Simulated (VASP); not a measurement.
**VASP 6.6.1 run: ZnSe**

INCAR

```
LWAVE = .FALSE.
LREAL = .FALSE.
ISIF = 2
SIGMA = 0.02
NSW = 0
LASPH = .TRUE.
PREC = Accurate
ALGO = Fast
GGA = PE
IBRION = -1
LCHARG = .FALSE.
ISMEAR = -1
EDIFF = 1E-7
NELM = 50
ENCUT = 520
NBANDS = 10
```

KPOINTS

```
KPOINTS created by Atomic Simulation Environment
0
Gamma
8 8 8
0 0 0
```

POSCAR

```
Zn Se
 1.0000000000000000
     0.0000000000000000    2.8324206848000002    2.8324206848000002
     2.7757722711000001    0.0000000000000000    2.8324206848000002
     2.7757722711000001    2.8324206848000002    0.0000000000000000
 Zn  Se
   1   1
Cartesian
  0.0000000000000000  0.0000000000000000  0.0000000000000000
  1.3878861355500001  1.4162103424000001  1.4162103424000001
```

The recommended PBE PAW datasets give the neutral cell 18 valence electrons.

Command

```
mpirun -np 1 vasp_std
```

Q: Predict the outcome of this run.

A: It converged. Results: gap between bands v and c on the k mesh 1.33 eV; least direct gap on the k mesh 1.33 eV; pressure 3.9 GPa. Band v is the last that the valence electrons fill when counted band by band, and c is the next.

OSZICAR

```
N       E                     dE             d eps       ncg     rms          rms(c)
DAV:   1     0.876189202976E+02    0.87619E+02   -0.93390E+03  1180   0.206E+03
DAV:   2     0.582836228252E+00   -0.87036E+02   -0.85682E+02  1242   0.308E+02
DAV:   3    -0.612350994813E+01   -0.67063E+01   -0.66688E+01  1286   0.822E+01
DAV:   4    -0.628686481572E+01   -0.16335E+00   -0.16322E+00  1340   0.116E+01
DAV:   5    -0.628836750262E+01   -0.15027E-02   -0.15023E-02  1312   0.109E+00    0.494E+00
RMM:   6    -0.601506714503E+01    0.27330E+00   -0.99272E-01  1203   0.132E+01    0.394E+00
RMM:   7    -0.599480428560E+01    0.20263E-01   -0.36182E-01  1229   0.673E+00    0.132E+00
RMM:   8    -0.600131512889E+01   -0.65108E-02   -0.86492E-02  1313   0.294E+00    0.774E-01
RMM:   9    -0.600140911031E+01   -0.93981E-04   -0.33708E-02  1211   0.309E+00    0.422E-01
RMM:  10    -0.599995728855E+01    0.14518E-02   -0.10003E-02  1278   0.162E+00    0.658E-02
RMM:  11    -0.600012966783E+01   -0.17238E-03   -0.16454E-03  1338   0.400E-01    0.692E-02
RMM:  12    -0.600008183973E+01    0.47828E-04   -0.56734E-04  1279   0.374E-01    0.109E-02
RMM:  13    -0.600008226743E+01   -0.42770E-06   -0.45960E-05  1298   0.852E-02    0.459E-03
RMM:  14    -0.600008341615E+01   -0.11487E-05   -0.12317E-05  1350   0.465E-02    0.267E-03
RMM:  15    -0.600008350434E+01   -0.88193E-07   -0.38768E-06  1272   0.288E-02    0.169E-03
RMM:  16    -0.600008356618E+01   -0.61841E-07   -0.10603E-06  1143   0.146E-02    0.685E-04
RMM:  17    -0.600008356687E+01   -0.69235E-09   -0.32272E-07   881   0.764E-03
   1 F= -.60000836E+01 E0= -.60000836E+01  d E =-.310435E-10
```

Standard output (part)

```
POSCAR found type information on POSCAR ZnSe
 POSCAR found :  2 types and       2 ions
 LDA part: xc-table for (Slater+PW92), standard interpolation
 POSCAR, INCAR and KPOINTS ok, starting setup
 WAVECAR not read
 entering main loop
```

For comparison, a separate PBE run of the intended cell, on usual settings and not on those above, gives a gap of 1.33 eV on its mesh and a pressure of 3.9 GPa.
